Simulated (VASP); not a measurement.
Write the native input for VASP 6.6.1 that does the following.

- Task: relaxation of cell and atoms
- Functional: PBE
- Potentials or basis: VASP PAW PBE potentials, release 64 (Hf, O)
- Cutoff: 900 eV
- k mesh: 4 × 6 × 3
- Occupations: fermi-dirac, width 0.05 eV
- Spin: no spin polarisation
- Further INCAR settings: ALGO = Normal; EDIFF = 1e-07; IBRION = 2; EDIFFG = -0.01; NSW = 60; ISIF = 3

The structure of HfO2 lies in POSCAR:

```
HfO2
1.0
    5.5563950000      0.0000000000      0.0000000000
    0.0000000000      3.3335970000      0.0000000000
    0.0000000000      0.0000000000      6.5049950000
Hf O
4 8
Direct
    0.7486820000      0.7500000000      0.6078710000
    0.2513180000      0.2500000000      0.3921290000
    0.2486820000      0.7500000000      0.8921290000
    0.7513180000      0.2500000000      0.1078710000
    0.6394990000      0.2500000000      0.4234000000
    0.3605010000      0.7500000000      0.5766000000
    0.1394990000      0.2500000000      0.0766000000
    0.8605010000      0.7500000000      0.9234000000
    0.5207940000      0.2500000000      0.8414530000
    0.4792060000      0.7500000000      0.1585470000
    0.0207940000      0.2500000000      0.6585470000
    0.9792060000      0.7500000000      0.3414530000
```

Measurements of this composition are mostly on another form, of space group No. 14.

These files were run (other wordings do the same):

INCAR

```
SYSTEM = HfO2
ALGO     = Normal         ! electronic algorithm
EDIFF    = 1E-7           ! SCF threshold, eV
EDIFFG   = -0.01          ! ionic threshold
ENCUT    = 900            ! plane-wave cutoff, eV
GGA      = PE             ! functional
IBRION   = 2              ! ionic algorithm
ISIF     = 3              ! what is computed and relaxed
ISMEAR   = -1             ! smearing method
LASPH    = .TRUE.         ! aspherical terms in the spheres
LCHARG   = .FALSE.        ! write CHGCAR
LREAL    = .FALSE.        ! projectors in reciprocal space
LWAVE    = .FALSE.        ! write WAVECAR
NELM     = 60             ! most SCF steps
NSW      = 60             ! ionic steps
PREC     = Accurate       ! precision mode
SIGMA    = 0.05           ! smearing width, eV
```

KPOINTS

```
k-points
0
G
  4 6 3
  0 0 0
```

Potentials or basis: VASP PAW PBE potentials, release 64 (Hf, O).

Launch:

```console
$ cat potpaw_PBE.64/Hf/POTCAR potpaw_PBE.64/O/POTCAR > POTCAR
$ mpirun -np 1 vasp_std > vasp.out
```

It gave:

```
Relaxed volume                         : 9.98 Å³/atom
Relaxed cell                           : a = 5.544 Å, b = 3.322 Å, c = 6.505 Å, α = 90.00°, β = 90.00°, γ = 90.00°
Space group after relaxing (to 0.05 Å) : Pnma (No. 62)
Energy gained by relaxing              : 0.4 meV/atom
Ionic steps                            : 9
Pressure after relaxing                : -0.1 GPa
Largest force after relaxing           : 0.010 eV/Å
Band gap on the k mesh                 : 3.35 eV, direct
```

Caveat: spin-orbit coupling is left out, which moves the levels of the heavy elements; an odd mesh through Γ misses points on the zone boundary, where band edges often lie.

Wall time 34 min on 1 thread of AMD EPYC 7R43 64-Core Processor (Zen 3) (shared host), peak memory 0.48 GiB.
